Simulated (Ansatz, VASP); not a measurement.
# CdTe in two plane-wave programs, part 2 of 2

Wanted: the spread between two codes on one cell, functional and k mesh.

VASP 6.6.1 and Ansatz 0.2.0.

So far: Starting point; VASP: G0W0 gap, PBE.

## Step 3: Ansatz: G0W0 gap, PBE

Level of this step: Ansatz beside VASP: Kohn-Sham DFT, plane waves, PBE, G0W0 (Ansatz).

Ansatz runs on its default PAW (the set named soft_2) files.

The same cell, functional and mesh now go to Ansatz, which takes its cutoff from its data sets.

File input.yaml:

```yaml
crystal:
  lattice:
    - [0.0, 3.24, 3.24]
    - [3.24, 0.0, 3.24]
    - [3.24, 3.24, 0.0]
  atoms:
    - { symbol: Cd, position: [0.0, 0.0, 0.0] }
    - { symbol: Te, position: [0.25, 0.25, 0.25] }
hamiltonian:
  xc: pbe
  pseudopotentials: { kind: paw }
kpoints:
  mp_grid: { grid: [4, 4, 4] }
scf:
  occupations: { method: fixed }
gw:
  n_empty_bands: 199
  ecut_chi: 120.0
  qp_bands: [v2, c2]
  qp_kpoints: band_edges
  screening: { model: contour_deformation }
```

Command:

```
$ ansatz run input.yaml --threads 4 --pin off --max-ram 9216MiB --backend cpu --events-out ev --progress --plain --runs-dir out
```

Numbers of over 12 decimals in the logs are rounded to 6 here.

What it wrote:

```text
Engine: ansatz 0.2.0, aarch64-unknown-linux-gnu
Pseudopotentials: kind: paw
Pseudopotential: Cd, paw, valence charge 20, recommended cutoff 420 eV (normal), Cd.paw.azcp
Pseudopotential: Te, paw, valence charge 16, recommended cutoff 420 eV (normal), Te.paw.azcp
Functional definition: PBE
  parameter kappa = 0.804
  parameter beta = 0.066725
  exchange = pbe_x(kappa = kappa, mu = beta*pi^2/3)
  correlation = pbe_c(beta = beta)
Crystal: 2 atoms, lattice volume = 68.024 Å³
Basis set: ecut = 420 eV, 1363 PW (Γ)
Bands: 22, of which v1, the nominal top of the filled ones, is band 18 counted from 1 (17 counted from 0)
Symmetry: 24 space group operations
Space group: F-43m (ITA 216), of the structure as read, at distance tolerance 4.1e-5 Å
k-points: 8 of 64 (time reversal used)
Non-local potential: Cd, projectors of the file, l = 0: 3, l = 1: 2, l = 2: 2, l = 3: 1
Non-local potential: Te, projectors of the file, l = 0: 2, l = 1: 2, l = 2: 2, l = 3: 2
PAW form: soft (Blöchl's): semilocal exchange-correlation on the pseudo side does not see the compensation charge
PAW one-centre angular grid: Cd, 590 points (default); XC on 64 Gauss nodes
PAW one-centre angular grid: Te, 590 points (default); XC on 64 Gauss nodes
Initial density: superposition of atomic densities (neutral atoms: chi_scale 0, normalization atom), corrected by the library's trained network
Initial wavefunctions: pseudopotential atomic-orbital guess
Functional: x = pbe(κ = 0.804, μ = 0.219515), c = pbe(β = 0.066725)
SCF iter   1: F=—  HF=-15235.242811 eV  |F-HF|=—  |Δ(HF+E_count)|=         —  Δρ=6.83e-4  dr2=5.87e-4  ethr=1.77e-3  ⟨swp⟩=4.9  Hψ=686  notcnv=0  defer=14
preconditioner: auto → none  [insulator: Δε(μ)=0.753 eV  Ē_g=11.373 eV  n_scr=14 (ndim 8)  ℏωp=19.1 eV  f_vac=0.191  ε∞_Penn≈3.8]
SCF iter   2: F=—  HF=-15235.242897 eV  |F-HF|=—  |Δ(HF+E_count)|=   8.62e-5  Δρ=3.05e-4  dr2=5.50e-5  ethr=1.63e-6  ⟨swp⟩=4.1  Hψ=497  notcnv=0  defer=12
SCF iter   3: F=—  HF=-15235.242932 eV  |F-HF|=—  |Δ(HF+E_count)|=   3.45e-5  Δρ=1.04e-4  dr2=5.48e-6  ethr=1.53e-7  ⟨swp⟩=2.0  Hψ=320  notcnv=0  defer=12
SCF iter   4: F=—  HF=-15235.242954 eV  |F-HF|=—  |Δ(HF+E_count)|=   2.25e-5  Δρ=4.29e-5  dr2=9.66e-7  ethr=1.52e-8  ⟨swp⟩=2.0  Hψ=253  notcnv=0  defer=14
iter 5 did not close the SCF: its close was put off for the readings that it lacked (scf_convergence_deferred on its scf_iter line)
SCF iter   5: F=-15235.242962 eV  HF=-15235.242962 eV  |F-HF|=4.22e-7  |Δ(HF+E_count)|=   8.02e-6  Δρ=9.16e-6  dr2=4.61e-8  ethr=2.68e-9  ⟨swp⟩=2.0  Hψ=251  notcnv=0  defer=16
SCF iter   6: F=-15235.242963 eV  HF=-15235.242963 eV  |F-HF|=3.51e-9  |Δ(HF+E_count)|=   4.90e-7  Δρ=1.06e-6  dr2=1.16e-9  ethr=1.28e-10  ⟨swp⟩=4.6  Hψ=689  notcnv=0
SCF 1 converged in 6 iterations: F = -15235.242963 eV  dr2 = 1.16e-9
  greatest PAW one-centre occupation: 1.000 electrons in one spin orbital (limit 2), on the Cd atom at site 0 (counted from 0), in its partial waves of l = 0
NSCF: frozen V_eff on 8 k-points
G₀W₀ screening: q 1/8
G₀W₀ screening: q 2/8 (q-point 5)
G₀W₀ screening: q 3/8 (q-point 6)
G₀W₀ screening: q 4/8 (q-point 2)
G₀W₀ screening: q 5/8 (q-point 4)
G₀W₀ screening: q 6/8 (q-point 8)
G₀W₀ screening: q 7/8 (q-point 3)
G₀W₀ screening: q 8/8 (q-point 7)
G₀W₀ self-energy: k 1/5
G₀W₀ self-energy: k 2/5
G₀W₀ self-energy: k 3/5
G₀W₀ self-energy: k 4/5
G₀W₀ self-energy: k 5/5
NSCF: frozen V_eff on 1 k-points
SCF converged after 6 iterations
Free energy (F): -15235.242963 eV
Harris-Foulkes:  -15235.242963 eV  (|F-HF|=3.51e-9)
Internal energy: -15235.242963 eV  (E = F + TS)
E sigma→0 (E₀):  -15235.242963 eV
Fermi energy:    7.493305 eV
--- Per-component energies (eV) ---
  E_band       = -788.927521
  E_kinetic    = 685.965725
  E_local      = -5419.153341  (includes V_loc(G=0)·N_el)
  E_nonlocal   = -276.664330
  E_hartree    = 2733.827812
  E_xc         = -301.206715
  E_vxc        = -326.025417  (∫ρ·V_xc dr)
  E_paw        = -8745.987678  (= ΣΔE_a)
  E_vpaw       = -920.707399  (= ΣTr[D̂ρ^β])
  E_aug_tail   = -0.000149  (compensation charges beyond the density's cutoff)
  E_ewald      = -3912.024287
  E_smearing   = -0.000000  (= −TS)
  E_closure    = -0.000000  (closes the sum)
  Σ components = -15235.242963   (vs F -15235.242963, Δ=0.00e0)
--- Band table (eV; the first three rows and the last of 8) ---
  k-point 0: bands = [... 14 lower, -0.5564, 7.4933, 7.4933, 7.4933, 8.2549, 12.0932, 12.0932, 12.0932]
  k-point 1: bands = [... 14 lower, -0.5568, 4.7640, 7.0639, 7.0639, 9.4755, 12.6447, 12.6447, 12.8540]
  k-point 2: bands = [... 14 lower, -0.1996, 3.0635, 6.7169, 6.7169, 9.3049, 12.6857, 12.6857, 14.5530]
  k-point 7: bands = [... 14 lower, 0.0230, 3.3010, 5.1687, 5.2940, 11.7422, 12.1727, 13.0480, 13.8033]
--- G₀W₀: contour deformation, 8 samples at zero and on the imaginary axis and 2 off it, 64 q-points, 199 empty bands' worth ---
  eigenvalues of the whole cell's RPA ε∞ on this k-mesh (on a slab, of 1 + 4πα/V) = 26.1151, 26.1151, 26.1151; static W/v taken at q = 0 is 0.038292
  bands read: the sum over 217 bands ends inside a degenerate multiplet in 1 slot, whose members it reads at an even weight; the widest, k=1: bands 217 to 218 (counted from 1) at 1/2 each
  gw.qp_kpoints: band_edges: 5 of 8 stored k-points solved, in 1 pass; an edge of the gap read off the rows below is read off those points alone
    valence top: of the k-points left out ik 5 came nearest to being solved in a further pass, in band 18 (counted from 1, as in the quasiparticle table): it holds the edge there only if its correction is more favourable than any solved in that band by at least 0.807 eV; those differ by 0.111 eV
    conduction bottom: of the k-points left out ik 4 came nearest to being solved in a further pass, in band 19 (counted from 1, as in the quasiparticle table): it holds the edge there only if its correction is more favourable than any solved in that band by at least 1.958 eV; those differ by 0.270 eV
    ik  band        ε_KS         Σx   Σc(E_QP)       V_xc       Z   E_QP_lin       E_QP  E_QP is
     0    17      7.4933   -17.9153     1.5193   -15.8818  0.7368     6.9591     6.9791  root
     0    18      7.4933   -17.9153     1.5193   -15.8818  0.7368     6.9591     6.9791  root
     0    19      8.2549    -9.3458    -3.8693   -13.3112  0.7586     8.3515     8.3511  root
     0    20     12.0932    -6.6148    -4.1695   -10.8472  0.7406    12.1563    12.1561  root
     1    17      7.0639   -17.2942     1.6139   -15.1350  0.7335     6.4945     6.5186  root
     1    18      7.0639   -17.2942     1.6139   -15.1350  0.7335     6.4945     6.5186  root
     1    19      9.4755    -8.7018    -3.9044   -12.6953  0.7527     9.5649     9.5645  root
     1    20     12.6447    -6.7352    -4.3059   -11.1138  0.7353    12.7177    12.7174  root
     2    17      6.7169   -16.9106     1.7275   -14.6120  0.7298     6.1178     6.1458  root
     2    18      6.7169   -16.9106     1.7275   -14.6120  0.7298     6.1178     6.1458  root
     2    19      9.3049    -8.3643    -3.8648   -12.3052  0.7553     9.3812     9.3809  root
     2    20     12.6857    -6.5003    -4.2305   -10.7698  0.7349    12.7247    12.7246  root
     3    17      6.4056   -16.4565     1.7875   -14.0845  0.7267     5.7903     5.8211  root
     3    18      6.4056   -16.4565     1.7875   -14.0845  0.7267     5.7903     5.8211  root
     3    19     10.4297    -8.8765    -3.9983   -12.9953  0.7450    10.5508    10.5501  root
     3    20     10.8230    -6.4731    -3.8713   -10.2715  0.7554    10.7504    10.7500  root
     6    17      5.6269   -15.6794     2.0667   -12.9877  0.7148     4.9613     5.0018  root
     6    18      5.6269   -15.6794     2.0667   -12.9877  0.7148     4.9613     5.0018  root
     6    19     10.0947    -5.9079    -3.6143    -9.3728  0.7623     9.9464     9.9453  root
     6    20     10.1631    -8.0919    -3.8082   -11.9388  0.7517    10.2020    10.2019  root
```

It took 26 s on 4 threads of Arm Neoverse V1, shared host; peak memory 0.82 GiB; 98 s of CPU time.

## Step 4: Side by side

Known differences besides the potentials themselves: the two programs' PAW sets differ in cores and partial waves; the data sets hold 36 valence electrons in Ansatz (default PAW (the set named soft_2) files) and 18 in VASP; the cutoff is 420 eV in Ansatz and 300 eV in VASP; VASP leaves aspherical gradient terms in its spheres out (LASPH is not set), Ansatz keeps them; Ansatz integrates over frequency by contour deformation, VASP on a grid of NOMEGA points. Total energies have different zeros and are not compared.

Compared:

```
                 quantity  Ansatz  VASP  difference
G0W0 gap on the mesh (eV)    1.39  1.46       -0.07
    PBE gap under it (eV)    0.76  0.75       +0.01
```

## Step 5: Results

| Quantity | Value |
| --- | --- |
| difference in G0W0 gap on the mesh (G0W0 gap, PBE) | -0.071 eV |

**Reading.** The difference in G0W0 gap on the mesh is -0.071 eV (G0W0 gap, PBE), within the 0.15 eV picked in this series as the mark of a large difference. Such differences can come from data sets, numerical settings and the points named under the comparisons, not from the functional's error against experiment.

[Lines on the potential files, build, host, timing and source positions are cut from VASP's logs without a mark.]

[Logs are printed without paths, hosts, clocks, repeated set-up lines and the standing remarks that a program may print on its own settings, such as how far it seeks lower states.]

[Hosts, paths, dates, database ids (printed as entryN), source tags and the programs' standing remarks are cut or masked in the printed files.]
